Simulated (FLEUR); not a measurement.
Runs of FLEUR MaX-R8.1 (later development tree) on MgS (Niningerite). It takes space group Fm-3m (No. 225, cubic). The conventional cell has a = 5.203 Å, b = 5.203 Å, c = 5.203 Å, α = 90.00°, β = 90.00°, γ = 90.00°. Around S (site symmetry m-3m) lie 6 Mg at 2.60 Å. Around Mg (site symmetry m-3m) lie 6 S at 2.60 Å. 

```tsv
task	level	cell	k mesh	gmax	muffin-tin radii	max iterations	mixing factor	mixer	kmax	mesh quality	gap on the mesh (eV)
band structure	PBEsol	as given	9 × 9 × 9	13.3 1/bohr	S 2.28, Mg 2.28 bohr	60	0.05	Anderson	4.3 1/bohr	not flagged	2.83
single point	PBEsol	atoms moved at random, drawn with an rms of 0.05 Å	9 × 9 × 9	13.7 1/bohr	S 2.21, Mg 2.21 bohr	60	0.05	Anderson	4.43 1/bohr	not flagged	2.83
band structure	r2SCAN	as given	9 × 9 × 9	13.3 1/bohr	S 2.28, Mg 2.28 bohr	80	0.05	Anderson	4.3 1/bohr	not flagged	3.59
single point	HSE06	as given	4 × 4 × 4	13.3 1/bohr	S 2.28, Mg 2.28 bohr	30	0.05	Anderson	4.3 1/bohr	coarse	(a)
```

Alike in all rows: potentials or basis all-electron, FLAPW; no spin polarisation; smearing fermi-dirac 0.05 eV.

**Question.** Fill in the values left out.

**Answer.** (a) 3.80.

Caveats: some runs use coarse meshes; the mesh misses the band edges, which the band path finds closer together (some runs); an odd mesh through Γ misses points on the zone boundary, where band edges often lie (some runs); the meta-GGA is that of a development version, with a GGA for the radial functions and cores and without core tails (some runs); core states are solved in the semilocal potential (some runs).

The runs were made with more than one version of the program.
